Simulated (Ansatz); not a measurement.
# Ge: the cost of one run

Method: DFT PBE, scalar-relativistic, plane waves, PAW, in Ansatz 0.2.0.

2 further runs of the same task are left out: 1 that didn't finish, 1 set aside as unsound or not needed.

## (1) The starting structure

The structure is hexagonal, space group P6_3/mmc (No. 194). Conventional cell: a = 4.058 Å, b = 4.058 Å, c = 6.692 Å, α = 90.00°, β = 90.00°, γ = 120.00°. Around Ge (site symmetry 3m) lie 4 Ge at 2.49 to 2.51 Å.

Structure file:

```cif
data_structure
_symmetry_space_group_name_H-M 'P6_3/mmc'
_symmetry_Int_Tables_number 194
_cell_length_a 4.0578
_cell_length_b 4.0578
_cell_length_c 6.6920
_cell_angle_alpha 90.000
_cell_angle_beta 90.000
_cell_angle_gamma 120.000
_cell_volume 95.42
loop_
_atom_site_label
_atom_site_type_symbol
_atom_site_symmetry_multiplicity
_atom_site_Wyckoff_symbol
_atom_site_fract_x
_atom_site_fract_y
_atom_site_fract_z
_atom_site_occupancy
Ge1 Ge 4 f 0.33333 0.66667 0.06279 1
```

The cell was relaxed beforehand at this level, from a generated guess; it needn't be the stable form of this composition. At a tolerance of 0.05 Å it has space group P6_3/mmc (No. 194); it has 23.86 Å³/atom, an uncorrected energy of +0.01 eV/atom over the standard state.

## (2) Bands, states and charges

input.yaml reads:

```yaml
crystal:
  lattice:
    - [4.0577565935, 0.0, 0.0]
    - [-2.0288782967, 3.5141202923, 0.0]
    - [0.0, 0.0, 6.6920354545]
  atoms:
    - { symbol: Ge, position: [0.3333333333, 0.6666666667, 0.062792535] }
    - { symbol: Ge, position: [0.6666666667, 0.3333333333, 0.562792535] }
    - { symbol: Ge, position: [0.3333333333, 0.6666666667, 0.437207465] }
    - { symbol: Ge, position: [0.6666666667, 0.3333333333, 0.937207465] }
basis:
  ecutwfc: 420
kpoints:
  mp_grid: { grid: [12, 12, 8] }
  band_path:
    path:
      - [[0.0, 0.0, 0.0], [0.5, 0.0, 0.0], [0.33333333, 0.33333333, 0.0], [0.0, 0.0, 0.0], [0.0, 0.0, 0.5], [0.5, 0.0, 0.5], [0.33333333, 0.33333333, 0.5], [0.0, 0.0, 0.5]]
      - [[0.5, 0.0, 0.5], [0.5, 0.0, 0.0]]
      - [[0.33333333, 0.33333333, 0.5], [0.33333333, 0.33333333, 0.0]]
    npoints: 14
hamiltonian:
  xc: pbe
scf:
  occupations: { method: gaussian, width: 0.1 }
  n_extra_bands: 10
output:
  forces: true
  stress: true
  eigenvalues: true
  populations: true
  dos: { projected: true, de: 0.02, nscf_kmesh: { grid: [15, 15, 10] } }
  bader: true
  write_density: true
  write_potential: true
  elf: true
  volumetric_format: npy
```

The run is started by

```
$ ansatz run input.yaml --threads 1 --pin off --max-ram 2560MiB --backend cpu --events-out ev --progress --plain --runs-dir out
```

**Question.** How long does this run take on 1 thread of Arm Neoverse V1, shared host, and how much memory does it need?

About 1.7 min, with a peak of 0.59 GiB.
